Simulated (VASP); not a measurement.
Wanted: the native input for a VASP 6.6.1 run.

```
Task                   : single point
Functional             : r2SCAN
Dispersion             : D4
Potentials or basis    : VASP PAW PBE potentials, release 64 (Mg)
Cutoff                 : 520 eV
k mesh                 : 10 × 10 × 10
Occupations            : tetrahedron
Spin                   : no spin polarisation
Dipole correction      : no
Further INCAR settings : ALGO = Normal; EDIFF = 1e-06; NBANDS = 7
```

Crystal: Mg.

```
CELL_PARAMETERS angstrom
0.00000 2.30257 2.30257
2.30257 0.00000 2.30257
2.30257 2.30257 0.00000
ATOMIC_POSITIONS crystal
Mg 0.00000 0.00000 0.00000
```

This isn't the form of Mg at room conditions, which is hcp.

The input as run:

POSCAR

```
Mg
1.0
    0.0000000000      2.3025742669      2.3025742669
    2.3025742669      0.0000000000      2.3025742669
    2.3025742669      2.3025742669      0.0000000000
Mg
1
Direct
    0.0000000000      0.0000000000      0.0000000000
```

INCAR.step1

```
SYSTEM = Mg
  PREC = Accurate
  ENCUT = 520
  ISMEAR = -5
  SIGMA = 0.05
  LREAL = .FALSE.
  LASPH = .TRUE.
  NELM = 60
  NBANDS = 7
  GGA = PE
  ALGO = Normal
  EDIFF = 1E-4
  LWAVE = .TRUE.
  LCHARG = .FALSE.
```

INCAR.step2

```
SYSTEM = Mg
  PREC = Accurate
  ENCUT = 520
  EDIFF = 1E-6
  ISMEAR = -5
  SIGMA = 0.05
  LREAL = .FALSE.
  LASPH = .TRUE.
  NELM = 60
  ALGO = Normal
  ISIF = 2
  LWAVE = .FALSE.
  LCHARG = .FALSE.
  METAGGA = R2SCAN
  LMIXTAU = .TRUE.
  IVDW = 13
  VDW_S6 = 1.0
  VDW_S8 = 0.6018749
  VDW_A1 = 0.51559235
  VDW_A2 = 5.77342911
  NBANDS = 7
  ISTART = 1
```

KPOINTS

```
Automatic mesh
0
G
  10 10 10
  0 0 0
```

Potentials or basis: VASP PAW PBE potentials, release 64 (Mg).

The run is started by

```sh
$ cat potpaw_PBE.64/Mg/POTCAR > POTCAR
$ cp INCAR.step1 INCAR
$ mpirun -np 1 vasp_std > vasp.out
$ cp INCAR.step2 INCAR
$ mpirun -np 1 vasp_std > vasp.out
```

Results of the run:

```
Pressure                   : -3.3 GPa
Band gap on the k mesh     : none (metal or under the smearing width)
Dispersion energy per atom : -0.054 eV
```

Caveat: the PAW data sets were made with another functional, which shifts forces and pressure a little; pairwise dispersion overbinds metals, which lowers pressure and volume; tetrahedron occupations give inexact forces and stress in metals.

It used 12 s of CPU time on 1 thread of Intel(R) Xeon(R) Platinum 8559C (Emerald Rapids) (shared host), which was overloaded at the time.
